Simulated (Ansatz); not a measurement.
Crystal: PbS (Galena).

```
Pb S
1.0
     0.00000    2.96575    2.96575
     2.96575    0.00000    2.96575
     2.96575    2.96575    0.00000
Pb S
1 1
Direct
  0.00000 0.00000 0.00000
  0.50000 0.50000 0.50000
```

| Quantity | Value |
| --- | --- |
| Program | Ansatz 0.2.0 |
| Task | relaxation of cell and atoms |
| Functional | PBEsol |
| Dispersion | D3(BJ) |
| Potentials or basis | Ansatz PAW |
| Cutoff | 420 eV (not typed: the program's choice for these potentials) |
| k mesh | 8 × 8 × 8 |
| Occupations | fermi-dirac, width 0.05 eV |
| Spin | no spin polarisation |

At the start: volume 26.09 Å³/atom.

Task: Where does the relaxation end?

Result: It ends after 5 steps and the volume is 24.78 Å³/atom (-5.0 %); space group Fm-3m (No. 225, to 0.05 Å).

The path:
| step | energy change (eV) | largest force (eV/Å) | volume (Å³) |
| --- | --- | --- | --- |
| 1 | 0.0000 | 0.0000 | 52.17 |
| 2 | -0.0163 | 0.0000 | 48.07 |
| 3 | -0.0253 | 0.0000 | 49.66 |
| 4 | -0.0253 | 0.0000 | 49.56 |
| 5 | -0.0251 | 0.0000 | 49.56 |

Final structure:
```
Pb S
1.0
     0.00000    2.91535    2.91535
     2.91535    0.00000    2.91535
     2.91535    2.91535    0.00000
Pb S
1 1
Direct
  0.00000 0.00000 0.00000
  0.50000 0.50000 0.50000
```

Caveat: the plane-wave basis is chosen anew once the cell has moved, so the energies of steps on either side of that aren't comparable; the PAW data sets come from PBE, with cores solved anew for the run's functional, which leaves a small shift of forces and pressure.
